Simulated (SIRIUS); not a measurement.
Set up this calculation in SIRIUS 7.12.0, as the native input.

```yaml
Task: band structure
Functional: PBE
Potentials_or_basis: all-electron FP-LAPW
Cutoff: 174 eV
Basis: apw+lo standard
k_mesh: 11 × 11 × 6
Occupations: fermi-dirac, width 0.05 eV
Spin: spin-orbit coupling, no magnetisation
Muffin_tin_radii: Ru 2.46 bohr
Basis_cutoff_gk_cutoff: 3.58 1/bohr
Cutoff_of_density_and_potential_pw_cutoff: 20 1/bohr
lmax_of_the_basis: 10
lmax_of_density_and_potential: 8
Valence_relativity: iora
Core_states: Ru 1s2s2p3s3p3d
Local_orbitals_radial_functions: Ru 13
Reference_energy_of_the_basis: 0.44 Ha
Smallest_sphere_radius_times_basis_cutoff: 8.81
Start_of_the_SCF: LDA density
```

The system is Ru.

```
Ru
1.0
     2.70580    0.00000    0.00000
    -1.35290    2.34329    0.00000
     0.00000    0.00000    4.28190
Ru
2
Direct
  0.66667 0.33333 0.75000
  0.33333 0.66667 0.25000
```

These files were run (other wordings do the same):

sirius.json

```json
{
  "control": {
    "processing_unit": "cpu",
    "std_evp_solver_name": "lapack",
    "gen_evp_solver_name": "lapack",
    "verbosity": 2,
    "print_forces": true,
    "ortho_rf": true,
    "use_second_variation": true,
    "rmt_max": 3.0,
    "num_bands_to_print": 24,
    "save_wf": true
  },
  "parameters": {
    "electronic_structure_method": "full_potential_lapwlo",
    "xc_functionals": ["XC_GGA_X_PBE", "XC_GGA_C_PBE"],
    "core_relativity": "dirac",
    "valence_relativity": "iora",
    "num_fv_states": 53,
    "smearing": "fermi_dirac",
    "smearing_width": 0.0018374661,
    "pw_cutoff": 20,
    "gk_cutoff": 3.58,
    "lmax_apw": 10,
    "lmax_rho": 8,
    "lmax_pot": 8,
    "num_mag_dims": 3,
    "auto_rmt": 0,
    "ngridk": [11, 11, 6],
    "shiftk": [0, 0, 0],
    "num_dft_iter": 80,
    "energy_tol": 1e-07,
    "density_tol": 5e-05,
    "use_symmetry": true,
    "so_correction": true
  },
  "settings": {"tol_ne": 1e-10},
  "iterative_solver": {"type": "exact"},
  "mixer": {"type": "anderson", "beta": 0.4, "max_history": 8},
  "unit_cell": {
    "lattice_vectors": [[5.113220948, 0.0, 0.0], [-2.556610474, 4.4281792362, 0.0], [0.0, 0.0, 8.091618293]],
    "atom_types": ["Ru"],
    "atom_files": {"Ru": "Ru.json"},
    "atoms": {
      "Ru": [[0.6666666667, 0.3333333333, 0.75, 0.0, 0.0, 0.0], [0.3333333333, 0.6666666667, 0.25, 0.0, 0.0, 0.0]]
    }
  }
}
```

Ru.json

```json
{
  "name": "ruthenium",
  "symbol": "Ru",
  "number": 44,
  "mass": 101.07,
  "rmin": 1e-06,
  "rmt": 2.46,
  "nrmt": 800,
  "rinf": 16.17,
  "core": "1s2s2p3s3p3d",
  "valence": [
    {"basis": [{"enu": 0.24, "dme": 0, "n": 0, "auto": 0}, {"enu": 0.24, "dme": 1, "n": 0, "auto": 0}]},
    {"l": 0, "n": 1, "basis": [{"enu": 0.34, "dme": 0, "n": 0, "auto": 0}]},
    {"l": 1, "n": 2, "basis": [{"enu": 0.34, "dme": 0, "n": 0, "auto": 0}]},
    {"l": 2, "n": 3, "basis": [{"enu": 0.34, "dme": 0, "n": 0, "auto": 0}]},
    {"l": 3, "n": 4, "basis": [{"enu": 0.34, "dme": 0, "n": 0, "auto": 0}]}
  ],
  "lo": [
    {"l": 0, "basis": [{"enu": 0.34, "dme": 0, "n": 0, "auto": 0}, {"enu": 0.34, "dme": 1, "n": 0, "auto": 0}]},
    {
      "l": 0,
      "basis": [{"enu": -2.2955, "dme": 0, "n": 4, "auto": 1}, {"enu": -2.2955, "dme": 1, "n": 4, "auto": 1}]
    },
    {
      "l": 0,
      "basis": [{"enu": -2.2955, "dme": 1, "n": 4, "auto": 1}, {"enu": 0.34, "dme": 0, "n": 0, "auto": 0}]
    },
    {"l": 0, "basis": [{"enu": 0.34, "dme": 0, "n": 0, "auto": 0}, {"enu": 2.9839, "dme": 0, "n": 0, "auto": 0}]},
    {"l": 1, "basis": [{"enu": 0.34, "dme": 0, "n": 0, "auto": 0}, {"enu": 0.34, "dme": 1, "n": 0, "auto": 0}]},
    {
      "l": 1,
      "basis": [{"enu": -1.2022, "dme": 0, "n": 4, "auto": 1}, {"enu": -1.2022, "dme": 1, "n": 4, "auto": 1}]
    },
    {
      "l": 1,
      "basis": [{"enu": -1.2022, "dme": 1, "n": 4, "auto": 1}, {"enu": 0.34, "dme": 0, "n": 0, "auto": 0}]
    },
    {"l": 1, "basis": [{"enu": 0.34, "dme": 0, "n": 0, "auto": 0}, {"enu": 3.3805, "dme": 0, "n": 0, "auto": 0}]},
    {"l": 2, "basis": [{"enu": 0.34, "dme": 0, "n": 0, "auto": 0}, {"enu": 0.34, "dme": 1, "n": 0, "auto": 0}]},
    {"l": 2, "basis": [{"enu": 0.34, "dme": 1, "n": 0, "auto": 0}, {"enu": 0.34, "dme": 2, "n": 0, "auto": 0}]},
    {"l": 2, "basis": [{"enu": 0.34, "dme": 0, "n": 0, "auto": 0}, {"enu": 2.9178, "dme": 0, "n": 0, "auto": 0}]},
    {"l": 3, "basis": [{"enu": 0.34, "dme": 0, "n": 0, "auto": 0}, {"enu": 0.34, "dme": 1, "n": 0, "auto": 0}]},
    {"l": 3, "basis": [{"enu": 0.34, "dme": 0, "n": 0, "auto": 0}, {"enu": 3.2153, "dme": 0, "n": 0, "auto": 0}]}
  ],
  "free_atom": [... radial grid and density of the free atom, the start of the SCF ...]
}
```

sirius_start.json

```json
{
  "control": {
    "processing_unit": "cpu",
    "std_evp_solver_name": "lapack",
    "gen_evp_solver_name": "lapack",
    "verbosity": 1,
    "print_forces": false,
    "ortho_rf": true,
    "use_second_variation": true,
    "rmt_max": 3.0,
    "num_bands_to_print": 24,
    "save_wf": false
  },
  "parameters": {
    "electronic_structure_method": "full_potential_lapwlo",
    "xc_functionals": ["XC_LDA_X", "XC_LDA_C_PW"],
    "core_relativity": "dirac",
    "valence_relativity": "iora",
    "num_fv_states": 53,
    "smearing": "fermi_dirac",
    "smearing_width": 0.0055123983,
    "pw_cutoff": 20,
    "gk_cutoff": 2.86,
    "lmax_apw": 10,
    "lmax_rho": 8,
    "lmax_pot": 8,
    "num_mag_dims": 3,
    "auto_rmt": 0,
    "ngridk": [4, 4, 2],
    "shiftk": [0, 0, 0],
    "num_dft_iter": 30,
    "energy_tol": 0.01,
    "density_tol": 0.05,
    "use_symmetry": true,
    "so_correction": true
  },
  "settings": {"tol_ne": 1e-10},
  "iterative_solver": {"type": "exact"},
  "mixer": {"type": "anderson", "beta": 0.4, "max_history": 8},
  "unit_cell": {
    "lattice_vectors": [[5.113220948, 0.0, 0.0], [-2.556610474, 4.4281792362, 0.0], [0.0, 0.0, 8.091618293]],
    "atom_types": ["Ru"],
    "atom_files": {"Ru": "Ru.json"},
    "atoms": {
      "Ru": [[0.6666666667, 0.3333333333, 0.75, 0.0, 0.0, 0.0], [0.3333333333, 0.6666666667, 0.25, 0.0, 0.0, 0.0]]
    }
  }
}
```

sirius_bands.json

```json
{
  "control": {
    "processing_unit": "cpu",
    "std_evp_solver_name": "lapack",
    "gen_evp_solver_name": "lapack",
    "verbosity": 2,
    "print_forces": true,
    "ortho_rf": true,
    "use_second_variation": true,
    "rmt_max": 3.0,
    "num_bands_to_print": 24,
    "save_wf": true
  },
  "parameters": {
    "electronic_structure_method": "full_potential_lapwlo",
    "xc_functionals": ["XC_GGA_X_PBE", "XC_GGA_C_PBE"],
    "core_relativity": "dirac",
    "valence_relativity": "iora",
    "num_fv_states": 53,
    "smearing": "fermi_dirac",
    "smearing_width": 0.0018374661,
    "pw_cutoff": 20,
    "gk_cutoff": 3.58,
    "lmax_apw": 10,
    "lmax_rho": 8,
    "lmax_pot": 8,
    "num_mag_dims": 3,
    "auto_rmt": 0,
    "ngridk": [11, 11, 6],
    "shiftk": [0, 0, 0],
    "num_dft_iter": 80,
    "energy_tol": 1e-07,
    "density_tol": 5e-05,
    "use_symmetry": true,
    "so_correction": true
  },
  "settings": {"tol_ne": 1e-10},
  "iterative_solver": {"type": "exact"},
  "mixer": {"type": "anderson", "beta": 0.4, "max_history": 8},
  "unit_cell": {
    "lattice_vectors": [[5.113220948, 0.0, 0.0], [-2.556610474, 4.4281792362, 0.0], [0.0, 0.0, 8.091618293]],
    "atom_types": ["Ru"],
    "atom_files": {"Ru": "Ru.json"},
    "atoms": {
      "Ru": [[0.6666666667, 0.3333333333, 0.75, 0.0, 0.0, 0.0], [0.3333333333, 0.6666666667, 0.25, 0.0, 0.0, 0.0]]
    }
  },
  "kpoints_rel": {
    "G": [0.0, 0.0, 0.0],
    "A": [0.0, 0.0, 0.5],
    "H": [0.3333333333, 0.3333333333, 0.5],
    "K": [0.3333333333, 0.3333333333, 0.0],
    "L": [0.5, 0.0, 0.5],
    "M": [0.5, 0.0, 0.0]
  },
  "kpoints_path": ["G", "M", "K", "G", "A", "L", "H", "A"]
}
```

Potentials or basis: all-electron FP-LAPW, apw+lo standard.

Launch:

```console
$ OMP_NUM_THREADS=1 sirius.scf --input=sirius_start.json --output=start.json
$ OMP_NUM_THREADS=1 sirius.scf --input=sirius.json --output=output.json --task=1
$ OMP_NUM_THREADS=1 sirius.scf --input=sirius_bands.json --output=bands_out.json --task=2
```

It gave:

```yaml
Band_gap_along_the_path: none (metal or under the smearing width)
All_electrons_inside_the_program's_atomic_spheres: Ru 42.69 (radii Ru 2.46 bohr)
```

Caveat: spin-orbit coupling enters by second variation, whose total energy isn't converged in the number of states and isn't listed, and the forces lack its term.

Run time: 3.6 min on 1 thread of Intel(R) Xeon(R) Processor @ 2.50GHz (Skylake/Cascade Lake), on a shared host, peak memory 1.1 GiB.
